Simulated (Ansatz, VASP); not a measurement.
One calculation of NaCl, two programs

The input INCAR:

```
SYSTEM = NaCl
ALGO     = Normal         ! electronic algorithm
EDIFF    = 1E-7           ! SCF threshold, eV
ENCUT    = 520            ! plane-wave cutoff, eV
GGA      = PS             ! functional
ISIF     = 2              ! what is computed and relaxed
ISMEAR   = -1             ! smearing method
LASPH    = .TRUE.         ! aspherical terms in the spheres
LCHARG   = .FALSE.        ! write CHGCAR
LREAL    = .FALSE.        ! projectors in reciprocal space
LWAVE    = .FALSE.        ! write WAVECAR
NBANDS   = 14             ! bands
NELM     = 100            ! most SCF steps
PREC     = Accurate       ! precision mode
SIGMA    = 0.03           ! smearing width, eV
```

The input KPOINTS:

```
k-points
0
G
  9 9 9
  0 0 0
```

File POSCAR:

```
NaCl
1.0
    2.9172000000      0.0000000000      0.0000000000
    0.0000000000      2.9172000000      0.0000000000
    0.0000000000      0.0000000000      2.8600000000
Na Cl
1 1
Direct
    0.0000000000      0.0000000000      0.0000000000
    0.5000000000      0.5000000000      0.5000000000
```

Input for Ansatz:

```yaml
crystal:
  lattice:
    - [2.9172, 0.0, 0.0]
    - [0.0, 2.9172, 0.0]
    - [0.0, 0.0, 2.86]
  atoms:
    - { symbol: Na, position: [0.0, 0.0, 0.0] }
    - { symbol: Cl, position: [0.5, 0.5, 0.5] }
kpoints:
  mp_grid: { grid: [9, 9, 9] }
  band_path:
    path:
      - [0.0, 0.0, 0.0]
      - [0.0, 0.5, 0.0]
      - [0.5, 0.5, 0.0]
      - [0.0, 0.0, 0.0]
      - [0.0, 0.0, 0.5]
      - [0.0, 0.5, 0.5]
      - [0.5, 0.5, 0.5]
      - [0.0, 0.0, 0.5]
      - [0.0, 0.5, 0.0]
    npoints: 5
scf:
  occupations: { method: fermi_dirac, width: 0.03 }
hamiltonian:
  xc: pbesol
  pseudopotentials: { kind: all_electron, lapw: { basis_error: 0.0005 } }
output:
  forces: true
  stress: true
  eigenvalues: true
```

Change from the starting cell: equal xx and yy strain of +2 %.

Alike in both runs: task single point; functional PBEsol; k mesh 9 × 9 × 9; occupations fermi-dirac, width 0.03 eV; no spin polarisation.

|  | VASP | Ansatz |
| --- | --- | --- |
| version | VASP 6.6.1 | Ansatz 0.2.0 |
| potentials or method | VASP PAW PBE potentials, release 64 (Na_pv, Cl) | all-electron LAPW, scalar-relativistic |
| plane-wave cutoff (eV) | 520 | see its input |

|  | VASP | Ansatz | Ansatz less VASP |
| --- | --- | --- | --- |
| gap on the k mesh at the Fermi level (eV) | 4.51 | 4.46 | -0.051 |
| pressure (GPa) | 50.9 | 50.4 | -0.50 |
| largest component of the traceless stress (GPa) | 3.16 | 3.18 | +0.012 |

Ansatz ran all-electron here, so the differences hold the error of VASP's frozen core and of both bases.

Caveats: so large a pressure means that the cell lies far from this level's equilibrium, or that cutoff or potentials fall short (VASP); the potentials were made for another functional, which shifts forces and pressure (VASP); an odd mesh through Γ misses points on the zone boundary, where band edges often lie.
